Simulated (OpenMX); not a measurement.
# Ag in OpenMX: convergence with criterion

Input of the first run (criterion 1.0e-3); the others differ in this setting and in those tied to it:

The input Ag.dat:

```
System.CurrrentDirectory             ./
System.Name                          Ag
DATA.PATH                            ./DFT_DATA13
level.of.stdout                      1
level.of.fileout                     0
Species.Number                       1
<Definition.of.Atomic.Species
  Ag  Ag7.0-s3p2d1           Ag_CA13
Definition.of.Atomic.Species>

Atoms.Number                         2
Atoms.SpeciesAndCoordinates.Unit     FRAC
<Atoms.SpeciesAndCoordinates
    1  Ag    0.6156280000    0.2756540000    0.7704220000   8.500  8.500
    2  Ag    0.2928270000    0.5965270000    0.2786050000   8.500  8.500
Atoms.SpeciesAndCoordinates>

Atoms.UnitVectors.Unit               Ang
<Atoms.UnitVectors
     2.9300000000    0.0000000000    0.0000000000
    -1.4650000000    2.5374544331    0.0000000000
     0.0000000000    0.0000000000    4.7900000000
Atoms.UnitVectors>

scf.XcType                           LDA
scf.SpinPolarization                 off
scf.ElectronicTemperature            580.226
scf.energycutoff                     400.0
scf.maxIter                          100
scf.EigenvalueSolver                 band
scf.Kgrid                            7 7 5
scf.Mixing.Type                      rmm-diisk
scf.Init.Mixing.Weight               0.05
scf.Min.Mixing.Weight                0.001
scf.Max.Mixing.Weight                0.3
scf.Mixing.History                   25
scf.Mixing.StartPulay                8
scf.criterion                        1.0e-3
scf.stress.tensor                    on
MD.Type                              nomd
```

Potentials or basis: OpenMX 2013 LDA set, Ag7.0-s3p2d1, grid cutoff 400 Ry.

Command:

```bash
$ openmx Ag.dat -nt 1 > Ag.std
```

The cell isn't the ideal one: atoms moved at random, drawn with an rms of 0.15 Å.

This isn't the form of Ag at room conditions, which is fcc.

Hardware: 1 thread of Intel(R) Xeon(R) Platinum 8259CL CPU @ 2.50GHz (Skylake/Cascade Lake), with other jobs on the host.

| criterion | energy less the tightest run, at zero smearing (meV/atom) | SCF cycles | CPU time (s) | peak memory (GiB) |
| --- | --- | --- | --- | --- |
| 1.0e-3 | -0.01 | 11 | 110 | 0.56 |
| 1.0e-4 | -0.01 | 11 | 100 | 0.56 |
| 1.0e-5 | 0.00 | 12 | 100 | 0.56 |
| 1.0e-6 | 0.00 | 14 | 110 | 0.56 |
| 1.0e-7 | 0.00 | 14 | 100 | 0.56 |
| 1.0e-8 | 0.00 | 14 | 100 | 0.56 |
| 1.0e-9 | 0.00 | 14 | 100 | 0.55 |
| 1.0e-10 | 0.00 | 18 | 110 | 0.56 |

Against the tightest run, the energy stays within 1 meV/atom from 1.0e-3 on. The tightest run that finished is the yardstick and may itself not be fully converged.

Caveat, for the tightest run too: the basis of atomic orbitals isn't converged, which shifts pressures, moduli and gaps.
